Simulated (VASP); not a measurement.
Crystal: SnO2 (Cassiterite).

```xyz
6
Lattice="4.7380 0.0000 0.0000 0.0000 4.7380 0.0000 0.0000 0.0000 3.1865" Properties=species:S:1:pos:R:3 pbc="T T T"
Sn    0.0000    0.0000    0.0000
Sn    2.3690    2.3690    1.5933
O     1.4550    1.4550    0.0000
O     0.9140    3.8240    1.5933
O     3.2830    3.2830    0.0000
O     3.8240    0.9140    1.5933
```

| Property | Result |
| --- | --- |
| Program | VASP 6.6.1 |
| Task | relaxation of cell and atoms |
| Functional | PBE |
| Potentials or basis | VASP PAW PBE potentials, release 64 (Sn_d, O) |
| Cutoff | 600 eV |
| k mesh | 6 × 6 × 8 |
| Occupations | fermi-dirac, width 0.02 eV |
| Spin | no spin polarisation |

At the start: pressure 11.6 GPa; volume 11.92 Å³/atom.

Problem. How do energy, volume and symmetry change on relaxing?

Solution. Over 10 steps the energy falls by 23.7 meV/atom and the volume is 12.61 Å³/atom (+5.8 %); space group P4_2/mnm (No. 136, to 0.05 Å).

Step by step:
```tsv
step	energy change (eV)	largest force (eV/Å)	pressure (GPa)	volume (Å³)
1	0.0000	0.2934	11.61	71.53
2	0.0635	0.3606	-10.55	80.85
3	-0.1403	0.0640	0.00	75.51
4	-0.1403	0.0581	0.21	75.43
5	-0.1420	0.0038	0.09	75.57
6	-0.1421	0.0191	0.05	75.63
7	-0.1422	0.0023	-0.06	75.68
8	-0.1422	0.0027	-0.07	75.68
9	-0.1422	0.0021	0.05	75.63
10	-0.1422	0.0002	0.00	75.65
```

Final structure:
```xyz
6
Lattice="4.8304 0.0000 0.0000 0.0000 4.8304 0.0000 0.0000 0.0000 3.2422" Properties=species:S:1:pos:R:3 pbc="T T T"
Sn    0.0000    0.0000    0.0000
Sn    2.4152    2.4152    1.6211
O     1.4807    1.4807    0.0000
O     0.9345    3.8959    1.6211
O     3.3498    3.3498    0.0000
O     3.8959    0.9345    1.6211
```
